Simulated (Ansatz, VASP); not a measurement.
# One calculation of MgO, two programs

```
Mg O
1.0
     0.00000    2.10713    2.10713
     2.10713    0.00000    2.10713
     2.10713    2.10713    0.00000
Mg O
1 1
Direct
  0.00000 0.00000 0.00000
  0.50000 0.50000 0.50000
```

Alike in both runs: functional PBEsol; k mesh 10 × 10 × 10; occupations gaussian, width 0.02 eV; no spin polarisation.

Ansatz relaxed the structure, and its values are those at the end. VASP's run is a single point on that final structure, the one shown.

|  | VASP | Ansatz |
| --- | --- | --- |
| version | VASP 6.6.1 | Ansatz 0.2.0 |
| potentials or method | VASP PAW PBE potentials, release 64 (Mg, O) | scalar-relativistic, plane waves, PAW |
| plane-wave cutoff (eV) | 520 | 420 |
| valence electrons in the cell | 8 | 16 |

Ansatz gave:

| Item | Value |
| --- | --- |
| gap on the k mesh at the Fermi level (eV) | 4.62 |
| least direct gap on the mesh (eV) | 4.62 |
| pressure (GPa) | 0.0 |

Which values does VASP return?

gap on the k mesh at the Fermi level (eV): 4.62; least direct gap on the mesh (eV): 4.62; pressure (GPa): -0.5.

The two sets of potentials don't hold the same shells in valence.

Caveats: the PAW data sets were made with another functional, which shifts forces and pressure a little (VASP).
